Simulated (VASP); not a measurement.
# CdSe (P6_3mc) in VASP: Born charges and dielectric tensor with LDA

Aim: the Born charges and dielectric tensor of CdSe with LDA.

All numbers are computed with VASP 6.6.1; they aren't measurements. Logs are shortened: lines on timing, memory, paths and dates and some standing lists are left out, and cuts for length are marked.

**The experiment to reproduce.**

From a printed reference work, data compilation, for a bulk crystal of CdSe at 2 K: band gap 1.841 eV.

How close the calculation comes is told below.

**1. The crystal as given**

Symmetry: P6_3mc, No. 186, hexagonal system. Conventional cell: a = 4.259 Å, b = 4.259 Å, c = 6.956 Å, α = 90.00°, β = 90.00°, γ = 120.00°. Cd (site symmetry 3m) has 4 Se at 2.61 Å as nearest neighbours. Around Se (site symmetry 3m) lie 4 Cd at 2.61 Å.

The cell is a database's computed one.

**2. Born charges and dielectric tensor, LDA**

File INCAR:

```
PREC = Accurate
ENCUT = 600
EDIFF = 1E-8
ISMEAR = 0
SIGMA = 0.02
LREAL = False
LASPH = True
NELM = 100
ALGO = Normal
ISIF = 2
LWAVE = False
LCHARG = False
LEPSILON = True
IBRION = 8
NSW = 1
```

File KPOINTS:

```
Automatic mesh
0
Gamma
  9 9 6
```

File POSCAR:

```
CdSe
1.0
    4.2589500000      0.0000000000      0.0000000000
   -2.1294800000      3.6883600000      0.0000000000
    0.0000000000      0.0000000000      6.9561800000
Cd Se
2 2
Direct
    0.6666700000      0.3333300000      0.5001800000
    0.3333300000      0.6666700000      0.0001800000
    0.6666700000      0.3333300000      0.8756800000
    0.3333300000      0.6666700000      0.3756800000
```

Potentials or basis: VASP PAW LDA potentials, release 64 (Cd, Se).

The run is started by

```bash
$ cat potpaw_LDA.64/Cd/POTCAR potpaw_LDA.64/Se/POTCAR > POTCAR
$ mpirun -np 1 vasp_std > vasp.out
```

OUTCAR:

```text
PREC = Accurate
   ENCUT = 600
   EDIFF = 1E-8
   ISMEAR = 0
   LREAL = False
   LASPH = True
   NELM = 100
   ISIF = 2
   LEPSILON = True
   IBRION = 8
   NSW = 1

 ion  position               nearest neighbor table
   1  0.667  0.333  0.500-   4 2.61   4 2.61   4 2.61   3 2.61
   2  0.333  0.667  0.000-   3 2.61   3 2.61   3 2.61   4 2.61
   3  0.667  0.333  0.876-   2 2.61   2 2.61   2 2.61   1 2.61
   4  0.333  0.667  0.376-   1 2.61   1 2.61   1 2.61   2 2.61

  LATTYP: Found a hexagonal cell.
 ALAT       =     4.2589500000
 C/A-ratio  =     1.6333086794

  Lattice vectors:

 A1 = (   4.2589500000,   0.0000000000,   0.0000000000)
 A2 = (  -2.1294800000,   3.6883600000,   0.0000000000)
 A3 = (   0.0000000000,   0.0000000000,   6.9561800000)

Analysis of symmetry for initial positions (statically):
=====================================================================
 Subroutine PRICEL returns:
 Original cell was already a primitive cell.

 Routine SETGRP: Setting up the symmetry group for a
 hexagonal supercell.

 Subroutine GETGRP returns: Found  4 space group operations
 (whereof  2 operations were pure point group operations)
 out of a pool of 24 trial point group operations.

The static configuration has the point symmetry C_1h.
 The point group associated with its full space group is C_2v.

Analysis of symmetry for dynamics (positions and initial velocities):
=====================================================================
 Subroutine PRICEL returns:
 Original cell was already a primitive cell.

 Routine SETGRP: Setting up the symmetry group for a
 hexagonal supercell.

 Subroutine GETGRP returns: Found  4 space group operations
 (whereof  2 operations were pure point group operations)
 out of a pool of 24 trial point group operations.

The dynamic configuration has the point symmetry C_1h.
 The point group associated with its full space group is C_2v.

 Subroutine INISYM returns: Found  4 space group operations
 (whereof  2 operations are pure point group operations),
 and found     1 'primitive' translations

----------------------------------------------------------------------------------------

                                     Primitive cell

  volume of cell :     109.2714

  direct lattice vectors                    reciprocal lattice vectors
     4.258950000  0.000000000  0.000000000     0.234799657  0.135561923  0.000000000
    -2.129480000  3.688360000  0.000000000     0.000000000  0.271123209  0.000000000
     0.000000000  0.000000000  6.956180000     0.000000000  0.000000000  0.143757062

  length of vectors
     4.258950000  4.258953458  6.956180000     0.271123429  0.271123209  0.143757062

  position of ions in fractional coordinates (direct lattice)
     0.666670000  0.333330000  0.500180000
     0.333330000  0.666670000  0.000180000
     0.666670000  0.333330000  0.875680000
     0.333330000  0.666670000  0.375680000

  ion indices of the primitive-cell ions
   primitive index   ion index
                 1           1
[... 792 lines left out ...]
     0.35750 -0.00000  0.00000
    -0.00000  0.35750  0.00000
     0.00000  0.00000 -0.75152

[... ionic steps 4 to 9 ...]

--------------------------------------- Ionic step       10  -------------------------------------------

------------------------ aborting loop because EDIFF is reached ----------------------------------------

[... ionic steps 11 to 11 ...]

--------------------------------------- Ionic step       12  -------------------------------------------

 Free energy of the ion-electron system (eV)
  ---------------------------------------------------
  ---------------------------------------------------
  free energy    TOTEN  =        -0.09812070 eV

  energy without entropy =       -0.09812070

------------------------ aborting loop because EDIFF is reached ----------------------------------------

 INTERNAL STRAIN TENSOR  FOR ION    3  DIRECTION 3   (eV/Angst):
 -----------------------------------------------------------------------------
     4.12984  0.01505 -0.03056
     0.01505  4.14722  0.01764
     0.03763 -0.02173 -7.89920

 MACROSCOPIC STATIC DIELECTRIC TENSOR (including local field effects in DFT)
 ------------------------------------------------------
          11.911432    -0.000023     0.000000
          -0.000023    11.911431     0.000000
           0.000000     0.000000    10.896338
 ------------------------------------------------------

 PIEZOELECTRIC TENSOR (including local field effects)  for field in x, y, z        (e  Angst)
          XX          YY          ZZ          XY          YZ          ZX
  --------------------------------------------------------------------------------
  x     0.00000     0.00000     0.00000     0.00000    -0.00011     2.62770
  y    -0.00000     0.00000     0.00000     0.00000     2.62758    -0.00011
  z     2.43819     2.43819    -5.12549    -0.00001     0.00000     0.00000

 PIEZOELECTRIC TENSOR (including local field effects)  for field in x, y, z        (C/m^2)
          XX          YY          ZZ          XY          YZ          ZX
  --------------------------------------------------------------------------------
  x     0.00000     0.00000     0.00000     0.00000    -0.00002     0.38528
  y    -0.00000     0.00000     0.00000     0.00000     0.38526    -0.00002
  z     0.35750     0.35750    -0.75152    -0.00000     0.00000     0.00000

 BORN EFFECTIVE CHARGES (including local field effects) (in |e|, cummulative output)
 ---------------------------------------------------------------------------------
 ion    1
    1     2.17910     0.00000     0.00003
    2     0.00000     2.17912    -0.00002
    3     0.00002    -0.00001     2.29115
 ion    2
    1     2.17910     0.00000    -0.00003
    2     0.00000     2.17912     0.00002
    3    -0.00002     0.00001     2.29115
 ion    3
    1    -2.17910    -0.00000    -0.00001
    2    -0.00000    -2.17912     0.00000
    3     0.00000    -0.00000    -2.29115
 ion    4
    1    -2.17910    -0.00000     0.00001
    2    -0.00000    -2.17912    -0.00000
    3    -0.00000     0.00000    -2.29115

 INTERNAL STRAIN TENSOR FOR ION    4 for displacements in x,y,z  (eV/Angst):
          X           Y           Z          XY          YZ          ZX
  --------------------------------------------------------------------------------
  x    -0.00525     0.00434    -0.00032    -6.67443     0.00180     4.28531
  y    -6.89875     6.89929     0.00019     0.37455     3.94520     0.00187
  z     4.12984     4.14722    -7.89920     0.01505     0.02173     0.03056

 SECOND DERIVATIVES (NOT SYMMETRIZED)
 ------------------------------------
               1X          1Y          1Z          2X          2Y          2Z          3X          3Y          3Z          4X          4Y          4Z
  1X    -5.286262   -0.000792    0.000515   -0.150643    0.000055   -0.000036    0.079010   -0.000007   -0.000260    5.357895    0.000744   -0.000219
  1Y    -0.000792   -5.287189   -0.000298    0.000055   -0.150580    0.000021   -0.000007    0.079003    0.000150    0.000744    5.358767    0.000127
  1Z     0.000297   -0.000172   -6.546421   -0.000267    0.000154    1.329632   -0.000151    0.000087    3.941286    0.000121   -0.000070    1.275504
  2X    -0.150643    0.000055    0.000036   -5.286262   -0.000792   -0.000515    5.357895    0.000744    0.000219    0.079010   -0.000007    0.000260
  2Y     0.000055   -0.150580   -0.000021   -0.000792   -5.287189    0.000298    0.000744    5.358767   -0.000127   -0.000007    0.079003   -0.000150
  2Z     0.000267   -0.000154    1.329632   -0.000297    0.000172   -6.546421   -0.000121    0.000070    1.275504    0.000151   -0.000087    3.941286
  3X     0.083369    0.000242   -0.000096    5.360870    0.000645    0.000333   -5.861999   -0.001786   -0.000014    0.417760    0.000899   -0.000223
  3Y     0.000242    0.083649    0.000055    0.000645    5.361627   -0.000192   -0.001786   -5.864075    0.000008    0.000899    0.418799    0.000129
  3Z    -0.000073    0.000042    3.911681    0.000562   -0.000324    1.260147   -0.000743    0.000429   -7.473873    0.000254   -0.000147    2.302045
  4X     5.360870    0.000645   -0.000333    0.083369    0.000242    0.000096    0.417760    0.000899    0.000223   -5.861999   -0.001786    0.000014
  4Y     0.000645    5.361627    0.000192    0.000242    0.083649   -0.000055    0.000899    0.418799   -0.000129   -0.001786   -5.864075   -0.000008
  4Z    -0.000562    0.000324    1.260147    0.000073   -0.000042    3.911681   -0.000254    0.000147    2.302045    0.000743   -0.000429   -7.473873

 Eigenvectors and eigenvalues of the dynamical matrix
 ----------------------------------------------------

   1 f  =    5.763242 THz    36.211516 2PiTHz  192.241051 cm-1    23.834842 meV
             X         Y         Z           dx          dy          dz
      2.129495  1.229441  3.479342    -0.000033    0.000019   -0.278568
     -0.000025  2.458919  0.001252    -0.000033    0.000019    0.278568
      2.129495  1.229441  6.091388     0.000035   -0.000020    0.649923
     -0.000025  2.458919  2.613298     0.000035   -0.000020   -0.649923
[... 71 lines left out ...]
  12 f/i=    0.011183 THz     0.070265 2PiTHz    0.373027 cm-1     0.046249 meV
             X         Y         Z           dx          dy          dz
      2.129495  1.229441  3.479342    -0.000386    0.000223   -0.540970
     -0.000025  2.458919  0.001252     0.000386   -0.000223   -0.540970
      2.129495  1.229441  6.091388     0.000318   -0.000183   -0.455358
     -0.000025  2.458919  2.613298    -0.000318    0.000183   -0.455358

--------------------------------------------------------------------------------------------------------

 MACROSCOPIC STATIC DIELECTRIC TENSOR IONIC CONTRIBUTION
 ------------------------------------------------------
           2.890686    -0.000419    -0.000000
          -0.000419     2.890209    -0.000000
          -0.000000    -0.000000     3.347074
 ------------------------------------------------------

 ELASTIC MODULI CONTR FROM IONIC RELAXATION (kBar)
 Direction    XX          YY          ZZ          XY          YZ          ZX
 --------------------------------------------------------------------------------
 XX        -318.8141    125.8835    184.4171     13.2230      0.0000     -0.0000
 YY         125.8835   -318.9027    184.4623    -13.2986     -0.0000      0.0000
 ZZ         184.4171    184.4623   -352.5644      0.0388     -0.0000     -0.0000
 XY          13.2230    -13.2986      0.0388   -216.9823      0.0000      0.0000
 YZ           0.0000     -0.0000     -0.0000      0.0000    -89.6730     -0.0922
 ZX          -0.0000      0.0000     -0.0000      0.0000     -0.0922    -95.3450
 --------------------------------------------------------------------------------

 PIEZOELECTRIC TENSOR IONIC CONTR  for field in x, y, z        (C/m^2)
          XX          YY          ZZ          XY          YZ          ZX
  --------------------------------------------------------------------------------
  x    -0.00000     0.00000    -0.00000     0.00000    -0.00020    -0.49399
  y    -0.00000    -0.00000    -0.00000     0.00000    -0.47903    -0.00020
  z    -0.53466    -0.53482     1.02217    -0.00014     0.00000     0.00000
```

It took 45 min on 1 thread of Intel Xeon 6975P-C (Granite Rapids), shared host; peak memory 1.6 GiB.

What came out:

```
Band gap on the k mesh                                  : 0.48 eV, direct
Electronic dielectric tensor (diagonal)                 : 11.91, 11.91, 10.90
Born charges (mean of the diagonal)                     : Cd +2.22; Se -2.22 e
Highest phonon frequency at Γ, LO-TO splitting left out : 192 cm⁻¹
```

Phonon frequencies in cm⁻¹ (negative: imaginary):
```csv
q point,frequencies
"(0.000, 0.000, 0.000)",0 0 0 33 33 126 174 179 179 181 182 192
```

Electronic dielectric tensor:
```
11.91  0.00  0.00
 0.00 11.91  0.00
 0.00  0.00 10.90
```

Born effective charge tensors (e):
atom 1, Cd
```
2.18 0.00 0.00
0.00 2.18 0.00
0.00 0.00 2.29
```
atom 2, Cd
```
2.18 0.00 0.00
0.00 2.18 0.00
0.00 0.00 2.29
```
atom 3, Se
```
-2.18  0.00  0.00
 0.00 -2.18  0.00
 0.00  0.00 -2.29
```
atom 4, Se
```
-2.18  0.00  0.00
 0.00 -2.18  0.00
 0.00  0.00 -2.29
```

Caveat: the gap is small at this level, which inflates the dielectric constant.

**3. How close it comes**

Step 2. Against the measured gap of CdSe, 1.841 eV (2 K; a printed reference work, data compilation), the calculated 0.48 eV is off by -1.36 eV. So large a miss can be the level of theory's own, or it may mean another phase, state or a wrong row. Spin-orbit coupling on Cd, Se is left out. The value is that of LDA, without temperature or zero-point motion. Semilocal functionals fall short of measured gaps as a rule. The cell is a database's relaxed one, not the measured one, which moves gaps too.
